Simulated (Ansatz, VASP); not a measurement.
**ZrB2: VASP beside Ansatz**

```
Zr B
1.0
     3.14529    0.00000    0.00000
    -1.57264    2.72390    0.00000
     0.00000    0.00000    3.50867
Zr B
1 2
Direct
  0.00000 0.00000 0.00000
  0.33333 0.66667 0.50000
  0.66667 0.33333 0.50000
```

Alike in both runs: functional PBE; dispersion D3(BJ); k mesh 18 × 18 × 14; occupations gaussian, width 0.1 eV; no spin polarisation.

Ansatz relaxed the structure, and its values are those at the end. VASP's run is a single point on that final structure, the one shown.

```csv
,VASP,Ansatz
version,VASP 6.6.1,Ansatz 0.2.0
potentials or method,"VASP PAW PBE potentials, release 64 (Zr_sv, B)","scalar-relativistic, plane waves, PAW"
plane-wave cutoff (eV),520,420
valence electrons in the cell,18,18
```

Ansatz gave:

* gap on the k mesh at the Fermi level (eV): none
* pressure (GPa): 0.0

Q: Estimate VASP's values.

A: gap on the k mesh at the Fermi level (eV): none; pressure (GPa): 0.1.

A gap of «none» marks a metal or a gap that the smearing closes. Ansatz warned: «structure_snapped_to_symmetry».

Caveats: pairwise dispersion overbinds metals, which lowers pressure and volume.
